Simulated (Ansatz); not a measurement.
A run of Ansatz 0.2.0:

input.yaml

```yaml
crystal:
  lattice:
    - [0.0, 2.0570253675, 2.0570253675]
    - [2.0570253675, 0.0, 2.0570253675]
    - [2.0570253675, 2.0570253675, 0.0]
  atoms:
    - { symbol: Nb, position: [0.0, 0.0, 0.0] }
hamiltonian:
  xc: { exchange: slater, correlation: vwn5 }
  pseudopotentials: { kind: paw, xc_functional: lda, accuracy: standard }
kpoints:
  mp_grid: { grid: [11, 11, 11] }
scf:
  occupations: { method: fermi_dirac, width: 0.15 }
output:
  forces: true
  stress: true
  eigenvalues: true
  write_density: true
  write_potential: true
  elf: true
  volumetric_format: npy
```

Potentials or basis: JTH PAW LDA.

Launch:

```bash
$ ansatz run input.yaml --threads 1 --pin off --max-ram 2560MiB --backend cpu --events-out ev --progress --plain --runs-dir out
```

Hardware: 1 thread of Arm Neoverse V1, on a shared host.

**Question.** How long does it take, and how much memory?

**Answer.** Run time: 4 s on 1 thread of Arm Neoverse V1, with other jobs on the host, peak memory 0.31 GiB. Counts: scf iterations 6, plane waves 1591, k points 56, bands 11.
